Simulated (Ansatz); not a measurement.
Ansatz input

```yaml
crystal:
  lattice:
    - [0.0, 2.1107548037, 2.1107548037]
    - [2.1107548037, 0.0, 2.1107548037]
    - [2.1107548037, 2.1107548037, 0.0]
  atoms:
    - { symbol: Se, position: [0.0, 0.0, 0.0] }
hamiltonian:
  xc: r2scan
  pseudopotentials:
    kind: paw
    azcp:
      Se: "pseudopotentials/Se.paw.azcp"
basis:
  ecutwfc: 500
  fft_grid_basis: typed
kpoints:
  mp_grid: { grid: [14, 14, 14], shift: [0, 0, 0] }
magnetization:
  spin_polarized: false
scf:
  occupations: { method: fermi_dirac, width: 0.1 }
  lower_state_search: "off"
output:
  stress: true
  write_density: true
  write_potential: true
  elf: true
  volumetric_format: npy
```

Output

```
Engine: ansatz 0.2.0, x86_64-unknown-linux-gnu
Pseudopotentials: kind: paw
Pseudopotential: Se, paw, valence charge 16, recommended cutoff 500 eV (meta_gga) 
Functional definition: r2SCAN
  parameter k0 = 0.174
  parameter k1 = 0.065
  parameter a1 = 4.9479
  exchange = r2scan_x(k0 = k0, k1 = k1, a1 = a1)
  correlation = r2scan_c
Crystal: 1 atoms, lattice volume = 18.808 Å³
Basis set: ecut = 500 eV, 531 PW (Γ), exchange–correlation on 96×96×96 points (64 copies of the dense FFT grid, shifted against one another)
Bands: 12, of which v1, the nominal top of the filled ones, is band 8 counted from 1 (7 counted from 0)
Symmetry: 48 space group operations
Space group: Fm-3m (ITA 225), of the structure as read, at distance tolerance 2.7e-5 Å
k-points: 104 of 2744
Non-local potential: Se, projectors of the file, l = 0: 2, l = 1: 2, l = 2: 3, l = 3: 1
PAW form: soft (Blöchl's): semilocal exchange-correlation on the pseudo side does not see the compensation charge
PAW frozen core: Se, regenerated for the run's functional (the file was generated under x = pbe(κ = 0.804, μ = 0.2195149727645171), c = pbe(β = 0.06672455060314922))
PAW one-centre angular grid: Se, 590 points (default); XC on 160 Gauss nodes
Initial density: superposition of atomic densities (neutral atoms: chi_scale 0, normalization atom), corrected by the library's trained network
Initial wavefunctions: pseudopotential atomic-orbital guess
Functional: x = r2scan, c = r2scan; τ floored in thin density (d = 2e-4 eV/Å³)
SCF iter   1: F=-5477.202299 eV  HF=-5477.191562 eV  |F-HF|=1.07e-2  |Δ(HF+E_count)|=         —  Δρ=2.03e-3  dr2=2.75e-4  dr2_τ=1.15e-3  ethr=1.77e-3  ⟨swp⟩=5.3  Hψ=7770  notcnv=0
SCF iter   2: F=-5477.203373 eV  HF=-5477.202981 eV  |F-HF|=3.92e-4  |Δ(HF+E_count)|=   1.14e-2  Δρ=1.69e-3  dr2=2.24e-4  dr2_τ=7.10e-6  ethr=1.72e-6  ⟨swp⟩=2.0  Hψ=3737  notcnv=0  defer=7
SCF iter   3: F=-5477.203436 eV  HF=-5477.203405 eV  |F-HF|=3.11e-5  |Δ(HF+E_count)|=   4.24e-4  Δρ=5.12e-4  dr2=2.18e-5  dr2_τ=1.40e-6  ethr=1.40e-6  ⟨swp⟩=2.0  Hψ=1970  notcnv=0  defer=7
SCF iter   4: F=-5477.203441 eV  HF=-5477.203441 eV  |F-HF|=2.36e-7  |Δ(HF+E_count)|=   3.60e-5  Δρ=4.31e-5  dr2=2.68e-7  dr2_τ=2.60e-8  ethr=1.36e-7  ⟨swp⟩=2.0  Hψ=1544  notcnv=0  defer=7
iter 5 did not close the SCF: its close was put off for the readings that it lacked (scf_convergence_deferred on its scf_iter line)
SCF iter   5: F=-5477.203442 eV  HF=-5477.203442 eV  |F-HF|=4.14e-8  |Δ(HF+E_count)|=   3.54e-7  Δρ=1.22e-5  dr2=1.59e-8  dr2_τ=3.13e-10  ethr=1.67e-9  ⟨swp⟩=2.0  Hψ=2073  notcnv=0  defer=7
SCF iter   6: F=-5477.203442 eV  HF=-5477.203442 eV  |F-HF|=1.15e-9  |Δ(HF+E_count)|=   4.86e-8  Δρ=1.88e-6  dr2=4.60e-10  dr2_τ=1.25e-11  ethr=9.94e-11  ⟨swp⟩=3.9  Hψ=5785  notcnv=0
SCF 1 converged in 6 iterations: F = -5477.203442 eV  dr2 = 4.60e-10
SCF converged after 6 iterations
Free energy (F): -5477.203442 eV
Harris-Foulkes:  -5477.203442 eV  (|F-HF|=1.15e-9)
Internal energy: -5477.174786 eV  (E = F + TS)
E sigma→0 (E₀):  -5477.189114 eV
Entropy (-TS):   -0.028656 eV (-28.656 meV/atom)
Fermi energy:    12.308061 eV
--- Per-component energies (eV) ---
  E_band       = -337.774772
  E_kinetic    = 117.975759
  E_local      = -1981.619129  (includes V_loc(G=0)·N_el)
  E_nonlocal   = -593.520495
  E_hartree    = 1007.353894
  E_xc         = -97.758088
  E_vxc        = -105.360363  (∫ρ·V_xc dr)
  E_paw        = -1926.043705  (= ΣΔE_a)
  E_vpaw       = 204.748047  (= ΣTr[D̂ρ^β])
  E_aug_tail   = -0.000196  (compensation charges beyond the density's cutoff)
  E_vtau       = 5.294389  (kinetic-family band-sum trace: ∫τ·v_τ [+ j·A + Jᵃ·Aᵃ] dr)
  E_ewald      = -2001.798055
  E_core_change = -1.764770  (= ΣΔE_core)
  E_smearing   = -0.028656  (= −TS)
  E_closure    = 0.000000  (closes the sum)
  Σ components = -5477.203442   (vs F -5477.203442, Δ=0.00e0)
--- Stress (GPa, compression-positive) ---
        6.811244       0.000000      -0.000000
       -0.000000       6.811244      -0.000000
       -0.000000      -0.000000       6.811244
  P = ⅓ Tr σ = 6.8112 GPa (68.112 kbar)
--- Band table (eV; the first three rows and the last of 104) ---
  k-point 0: bands = ["-37.0800", "-37.0800", "-37.0800", "-37.0722", "-37.0722", "-5.1670", "15.9017", "15.9017", "15.9017", "25.1767", "25.1767", "25.1767"]
  k-point 1: bands = ["-37.0799", "-37.0796", "-37.0796", "-37.0721", "-37.0721", "-5.0504", "15.0902", "15.7970", "15.7970", "24.7063", "25.4072", "25.4072"]
  k-point 2: bands = ["-37.0794", "-37.0786", "-37.0786", "-37.0718", "-37.0718", "-4.7038", "13.2030", "15.5278", "15.5278", "23.8505", "25.9042", "25.9042"]
  k-point 103: bands = ["-37.0771", "-37.0760", "-37.0713", "-37.0677", "-37.0613", "0.3939", "7.1003", "8.1950", "9.7644", "22.5435", "24.6029", "27.9466"]
```

Command:

```sh
ansatz run input.yaml --threads 1 --pin off --max-ram 3584MiB --backend cpu --events-out ev --progress --plain --runs-dir out
```

On 1 thread of Intel(R) Xeon(R) Platinum 8259CL CPU @ 2.50GHz (Skylake/Cascade Lake) (shared host) this took about 7.1 s of wall time and 6.4 s of CPU time.
